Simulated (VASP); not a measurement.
# Te (R-3m) in VASP: further runs

One crystal, Te, is run at these levels: PBE; tasks: single point.

Everything below comes from runs of VASP 6.6.1. Logs are shortened: lines on timing, memory, paths and dates and some standing lists are left out, and cuts for length are marked.

## Step 1: The crystal as given

Symmetry: R-3m, No. 166, trigonal system. The conventional cell has a = 4.612 Å, b = 4.612 Å, c = 5.073 Å, α = 90.00°, β = 90.00°, γ = 120.00°. Te (site symmetry -3m) is surrounded by 6 Te at 3.15 Å.

This isn't the form of Te at room conditions, which is trigonal, of chains.

## Step 2: Single point, PBE (volume scaled by 0.94)

INCAR reads:

```
SYSTEM = Te
ALGO = Fast
EDIFF = 1E-6
ENCUT = 520
GGA = PE
ISIF = 2
ISMEAR = -1
LASPH = .True.
LCHARG = .False.
LREAL = .False.
LWAVE = .False.
NBANDS = 9
NELM = 80
PREC = Accurate
SIGMA = 0.05
```

KPOINTS reads:

```
k-points
0
Gamma
  9 9 9
  0 0 0
```

POSCAR reads:

```
Te
1.0
    2.2588318621      1.3041371837      1.6564347588
   -2.2588318621      1.3041371837      1.6564347588
    0.0000000000     -2.6082743673      1.6564347588
Te
1
Direct
    0.5000000000      0.5000000000      0.5000000000
```

Potentials or basis: VASP PAW PBE potentials, release 64 (Te).

Launch:

```console
cat potpaw_PBE.64/Te/POTCAR > POTCAR
mpirun -np 1 vasp_std > vasp.out
```

OUTCAR:

```text
SYSTEM = Te
   EDIFF = 1E-6
   ENCUT = 520
   GGA = PE
   ISIF = 2
   ISMEAR = -1
   LASPH = .True.
   LREAL = .False.
   NELM = 80
   PREC = Accurate

 ion  position               nearest neighbor table
   1  0.500  0.500  0.500-

  LATTYP: Found a trigonal (rhomboedric) cell.
 ALAT       =     3.0898011725
 COS(alpha) =    -0.0688991668

  Lattice vectors:

 A1 = (   2.2588318621,   1.3041371837,   1.6564347588)
 A2 = (  -2.2588318621,   1.3041371837,   1.6564347588)
 A3 = (   0.0000000000,  -2.6082743673,   1.6564347588)

Analysis of symmetry for initial positions (statically):
=====================================================================
 Subroutine PRICEL returns:
 Original cell was already a primitive cell.

 Routine SETGRP: Setting up the symmetry group for a
 trigonal (rhombohedral) supercell.

 Subroutine GETGRP returns: Found 12 space group operations
 (whereof 12 operations were pure point group operations)
 out of a pool of 12 trial point group operations.

The static configuration has the point symmetry D_3d.

Analysis of symmetry for dynamics (positions and initial velocities):
=====================================================================
 Subroutine PRICEL returns:
 Original cell was already a primitive cell.

 Routine SETGRP: Setting up the symmetry group for a
 trigonal (rhombohedral) supercell.

 Subroutine GETGRP returns: Found 12 space group operations
 (whereof 12 operations were pure point group operations)
 out of a pool of 12 trial point group operations.

The dynamic configuration has the point symmetry D_3d.

 Subroutine INISYM returns: Found 12 space group operations
 (whereof 12 operations are pure point group operations),
 and found     1 'primitive' translations

----------------------------------------------------------------------------------------

                                     Primitive cell

  volume of cell :      29.2774

  direct lattice vectors                    reciprocal lattice vectors
     2.258831862  1.304137184  1.656434759     0.221353350  0.127798416  0.201235413
    -2.258831862  1.304137184  1.656434759    -0.221353350  0.127798416  0.201235413
     0.000000000 -2.608274367  1.656434759     0.000000000 -0.255596833  0.201235413

  length of vectors
     3.089801172  3.089801172  3.089801172     0.325308211  0.325308211  0.325308211

  position of ions in fractional coordinates (direct lattice)
     0.500000000  0.500000000  0.500000000

  ion indices of the primitive-cell ions
   primitive index   ion index
                 1           1

[... 78 lines left out ...]
   ISYM   =      2    0-nonsym 1-usesym 2-fastsym
   POTIM  = 0.5000    time-step for ionic-motion
   TEBEG  =    0.0;   TEEND  =   0.0 temperature during run
   PSTRESS=    0.0 pullay stress
   NELECT =       6.0000    total number of electrons
   NUPDOWN=      -1.0000    fix difference up-down
   EMIN   =  10.00;   EMAX   =-10.00  energy-range for DOS
   EFERMI =   0.00;   METHOD = LEGACY
   ISMEAR =    -1;   SIGMA  =   0.05  broadening in eV -4-tet -1-fermi 0-gaus
   EFERMI_NEDOS =   21; number of points for ismear=-14 and -15
   IALGO  =     68    algorithm
   IMIX   =      4    mixing-type and parameters
     AMIX     =   0.40;   BMIX     =  1.00
     AMIX_MAG =   1.60;   BMIX_MAG =  1.00
  volume/ion in A,a.u.               =      29.28       197.57
  Fermi-wavevector in a.u.,A,eV,Ry     =   0.965193  1.823951 12.675163  0.931598
  Thomas-Fermi vector in A             =   2.094889
   LORBIT       =      0    0 simple, 1 ext, 2 COOP (PROOUT), +10 PAW based schemes
   GGA     = PE    functional components
   LHFCALC =     F    Hartree Fock is set to
   AEXX    =    0.0000 exact exchange contribution
   IVDW    =     0    specifies the selected vdW correction
   LEPSILON=     F    determine dielectric tensor
   LRPA    =     F    only Hartree local field effects (RPA)
 non-spin polarized calculation
 RMM-DIIS sequential band-by-band and
  energy-cutoff  :      520.00
  volume of cell :       29.28
 maximum number of plane-waves:       805
   NGX = 11   NGY = 11   NGZ = 11

 number of electron       6.0000000 magnetization

 Free energy of the ion-electron system (eV)
  ---------------------------------------------------
  ext. energy  EPLUGINS =         0.00000000
  ---------------------------------------------------
  free energy    TOTEN  =        -3.03423311 eV

  energy without entropy =       -3.02870056  energy(sigma->0) =       -3.03146684

 E-fermi :   7.9735     XC(G=0):  -9.7768

 val. band max:        7.9722558255   @ k =  -0.1111   0.1111   0.1111
 cond. band min:       8.0230317238   @ k =  -0.3333   0.4444   0.2222
 fundamental gap:      0.0507758984
 Fermi energy:         7.9735086277

 k-point     1 :       0.0000    0.0000    0.0000
  band No.  band energies     occupation
      1      -6.5355      2.00000
      2       8.9855      0.00000
      3       9.4832      0.00000
      4       9.4832      0.00000
      5      13.9425      0.00000
      6      13.9425      0.00000
      7      14.9482      0.00000
      8      25.1205      0.00000
      9      25.2963      0.00000
[... 265 lines left out ...]
 k-point    24 :       0.4444    0.4444    0.0000
  band No.  band energies     occupation
      1      -2.5171      2.00000
      2       2.6793      2.00000
      3       3.4001      2.00000
      4      10.0459      0.00000
      5      12.2120      0.00000
      6      18.5030      0.00000
      7      20.2133      0.00000
      8      20.6745      0.00000
      9      21.0293      0.00000

 [... further k-points ...]

------------------------ aborting loop because EDIFF is reached ----------------------------------------

  FORCE on cell =-STRESS in cart. coord.  units (eV):
  Direction    XX          YY          ZZ          XY          YZ          ZX
  --------------------------------------------------------------------------------------
  -------------------------------------------------------------------------------------
  Total        1.3292478      1.3292478      1.1398450      0.0000000      0.0000000      0.0000000
  in kB       72.7417541     72.7417541     62.3768726      0.0000000      0.0000000      0.0000000
  external PRESSURE =      69.2867936 kB  Pullay stress =       0.0000000 kB

 VOLUME and BASIS-vectors are now :
 -----------------------------------------------------------------------------
  energy-cutoff  :      520.00
  volume of cell :       29.28
      direct lattice vectors                 reciprocal lattice vectors
     2.258831862  1.304137184  1.656434759     0.221353350  0.127798416  0.201235413
    -2.258831862  1.304137184  1.656434759    -0.221353350  0.127798416  0.201235413
     0.000000000 -2.608274367  1.656434759     0.000000000 -0.255596833  0.201235413

 POSITION                                       TOTAL-FORCE (eV/Angst)
 -----------------------------------------------------------------------------------
      0.00000      0.00000      2.48465         0.000000      0.000000      0.000000
 -----------------------------------------------------------------------------------
    total drift:                                0.000000      0.000000     -0.000000

  FREE ENERGIE OF THE ION-ELECTRON SYSTEM (eV)
  ---------------------------------------------------
  free  energy   TOTEN  =        -3.0342331096 eV

  energy  without entropy=       -3.0287005643  energy(sigma->0) =       -3.03146684
```

Run time: 4.9 s. Hardware: 1 thread of Intel Xeon 6975P-C (Granite Rapids), shared host; peak memory 0.14 GiB.

Results:

- Free energy: -3.0342 eV
- Pressure: 6.9 GPa
- Band gap on the k mesh: none (metal or under the smearing width)

Stress tensor (GPa, compression positive):
```
7.27 0.00 0.00
0.00 7.27 0.00
0.00 0.00 6.24
```

The run has no spin-orbit coupling, so splittings on Te are missing.

## Step 3: Single point, PBE

INCAR reads:

```
SYSTEM = Te
PREC = Accurate
ENCUT = 520
EDIFF = 1E-7
ISMEAR = -1
SIGMA = 0.05
LREAL = .FALSE.
LASPH = .TRUE.
NELM = 80
ALGO = Normal
ISIF = 2
LWAVE = .FALSE.
LCHARG = .TRUE.
GGA = PE
LELF = .TRUE.
LVHAR = .TRUE.
NBANDS = 9
```

KPOINTS reads:

```
Automatic mesh
0
G
  9 9 9
  0 0 0
```

POSCAR reads:

```
Te
1.0
    2.3059043427      1.3313144930      1.6909537039
   -2.3059043427      1.3313144930      1.6909537039
    0.0000000000     -2.6626289860      1.6909537039
Te
1
Direct
    0.5000000000      0.5000000000      0.5000000000
```

Potentials or basis: VASP PAW PBE potentials, release 64 (Te).

Launch:

```console
cat potpaw_PBE.64/Te/POTCAR > POTCAR
mpirun -np 1 vasp_std > vasp.out
```

Run time: 5.6 s. Hardware: 1 thread of Intel Xeon 6975P-C (Granite Rapids), shared host; peak memory 0.15 GiB.

Results (log left out):

```
Free energy            : -3.0884 eV
Pressure               : 2.6 GPa
Band gap on the k mesh : none (metal or under the smearing width)
```

Levels at points of the mesh, in eV from the Fermi level:
```
           k point  band 1  band 2  band 3  band 4  band 5  band 6
(0.00, 0.00, 0.00)  -13.98    0.96    1.43    1.43    6.05    6.05
```

## Step 4: Single point, PBE (volume scaled by 0.98)

INCAR reads:

```
SYSTEM = Te
ALGO = Normal ; EDIFF = 1E-7
ENCUT = 520 ; GGA = PE
ISIF = 2 ; ISMEAR = -1
LASPH = .True. ; LCHARG = .True.
LELF = .True. ; LREAL = .False.
LVHAR = .True. ; LWAVE = .False.
NBANDS = 9 ; NELM = 100
PREC = Accurate ; SIGMA = 0.05
```

KPOINTS reads:

```
k-points
0
Gamma
  9 9 9
  0 0 0
```

POSCAR reads:

```
Te
1.0
    2.2904280083      1.3223792272      1.6796046794
   -2.2904280083      1.3223792272      1.6796046794
    0.0000000000     -2.6447584544      1.6796046794
Te
1
Direct
    0.5000000000      0.5000000000      0.5000000000
```

Potentials or basis: VASP PAW PBE potentials, release 64 (Te).

Launch:

```console
cat potpaw_PBE.64/Te/POTCAR > POTCAR
mpirun -np 1 vasp_std > vasp.out
```

OUTCAR:

```text
SYSTEM = Te
   EDIFF = 1E-7
   ENCUT = 520
   GGA = PE
   ISIF = 2
   ISMEAR = -1
   LASPH = .True.
   LREAL = .False.
   NELM = 100
   PREC = Accurate

 ion  position               nearest neighbor table
   1  0.500  0.500  0.500-

  LATTYP: Found a trigonal (rhomboedric) cell.
 ALAT       =     3.1330207725
 COS(alpha) =    -0.0688991668

  Lattice vectors:

 A1 = (   2.2904280083,   1.3223792272,   1.6796046794)
 A2 = (  -2.2904280083,   1.3223792272,   1.6796046794)
 A3 = (   0.0000000000,  -2.6447584544,   1.6796046794)

Analysis of symmetry for initial positions (statically):
=====================================================================
 Subroutine PRICEL returns:
 Original cell was already a primitive cell.

 Routine SETGRP: Setting up the symmetry group for a
 trigonal (rhombohedral) supercell.

 Subroutine GETGRP returns: Found 12 space group operations
 (whereof 12 operations were pure point group operations)
 out of a pool of 12 trial point group operations.

The static configuration has the point symmetry D_3d.

Analysis of symmetry for dynamics (positions and initial velocities):
[... 163 lines left out ...]

 k-point     1 :       0.0000    0.0000    0.0000
  band No.  band energies     occupation
      1      -6.7701      2.00000
      2       8.3517      0.00000
      3       8.8360      0.00000
      4       8.8360      0.00000
      5      13.4022      0.00000
      6      13.4022      0.00000
      7      14.1750      0.00000
      8      24.3141      0.00000
      9      24.3402      0.00000
[... 265 lines left out ...]
 k-point    24 :       0.4444    0.4444    0.0000
  band No.  band energies     occupation
      1      -3.0355      2.00000
      2       2.3543      2.00000
      3       3.0358      2.00000
      4       9.6638      0.00000
      5      11.3521      0.00000
      6      17.7182      0.00000
      7      19.5446      0.00000
      8      19.9804      0.00000
      9      20.3011      0.00000

 [... further k-points ...]

------------------------ aborting loop because EDIFF is reached ----------------------------------------

  FORCE on cell =-STRESS in cart. coord.  units (eV):
  Direction    XX          YY          ZZ          XY          YZ          ZX
  --------------------------------------------------------------------------------------
  -------------------------------------------------------------------------------------
  Total        0.7561468      0.7561468      0.7075470      0.0000000      0.0000000      0.0000000
  in kB       39.6904203     39.6904203     37.1394025      0.0000000      0.0000000      0.0000000
  external PRESSURE =      38.8400810 kB  Pullay stress =       0.0000000 kB

 VOLUME and BASIS-vectors are now :
 -----------------------------------------------------------------------------
  energy-cutoff  :      520.00
  volume of cell :       30.52
      direct lattice vectors                 reciprocal lattice vectors
     2.290428008  1.322379227  1.679604679     0.218299810  0.126035454  0.198459398
    -2.290428008  1.322379227  1.679604679    -0.218299810  0.126035454  0.198459398
     0.000000000 -2.644758454  1.679604679     0.000000000 -0.252070909  0.198459398

 POSITION                                       TOTAL-FORCE (eV/Angst)
 -----------------------------------------------------------------------------------
      0.00000      0.00000      2.51941         0.000000     -0.000000     -0.000000
 -----------------------------------------------------------------------------------
    total drift:                                0.000000      0.000000     -0.000000

  FREE ENERGIE OF THE ION-ELECTRON SYSTEM (eV)
  ---------------------------------------------------
  free  energy   TOTEN  =        -3.0758589505 eV

  energy  without entropy=       -3.0703962090  energy(sigma->0) =       -3.07312758
```

OSZICAR:

```text
N       E                     dE             d eps       ncg     rms          rms(c)
DAV:   1     0.173727500486E+02    0.17373E+02   -0.25487E+03  1530   0.533E+02
DAV:   2    -0.250206186183E+01   -0.19875E+02   -0.19003E+02  1946   0.729E+01
DAV:   3    -0.306705764599E+01   -0.56500E+00   -0.55985E+00  1958   0.152E+01
DAV:   4    -0.307120626339E+01   -0.41486E-02   -0.41484E-02  2094   0.142E+00
DAV:   5    -0.307124727419E+01   -0.41011E-04   -0.41011E-04  2019   0.113E-01    0.839E+00
DAV:   6    -0.307390723743E+01   -0.26600E-02   -0.61509E-04  1964   0.182E-01    0.512E+00
DAV:   7    -0.307580729961E+01   -0.19001E-02   -0.14736E-03  1668   0.280E-01    0.684E-02
DAV:   8    -0.307584716078E+01   -0.39861E-04   -0.34788E-05  2024   0.382E-02    0.346E-02
DAV:   9    -0.307585844531E+01   -0.11285E-04   -0.16160E-05  1683   0.245E-02    0.789E-03
DAV:  10    -0.307585864416E+01   -0.19885E-06   -0.22666E-07  2135   0.309E-03    0.216E-03
DAV:  11    -0.307585887845E+01   -0.23429E-06   -0.46035E-07  1662   0.366E-03    0.162E-03
DAV:  12    -0.307585895053E+01   -0.72079E-07   -0.51782E-09  1080   0.468E-04
   1 F= -.30758590E+01 E0= -.30731276E+01  d E =-.546274E-02
```

Run time: 5.7 s. Hardware: 1 thread of Intel Xeon 6975P-C (Granite Rapids), shared host; peak memory 0.15 GiB.

What came out:

| Item | Value |
| --- | --- |
| Free energy | -3.0759 eV |
| Pressure | 3.9 GPa |
| Band gap on the k mesh | none (metal or under the smearing width) |

Levels at points of the mesh, in eV from the Fermi level:
```tsv
k point	band 1	band 2	band 3	band 4	band 5	band 6
(0.00, 0.00, 0.00)	-14.15	0.98	1.46	1.46	6.03	6.03
```

[end of part 1 of 2]
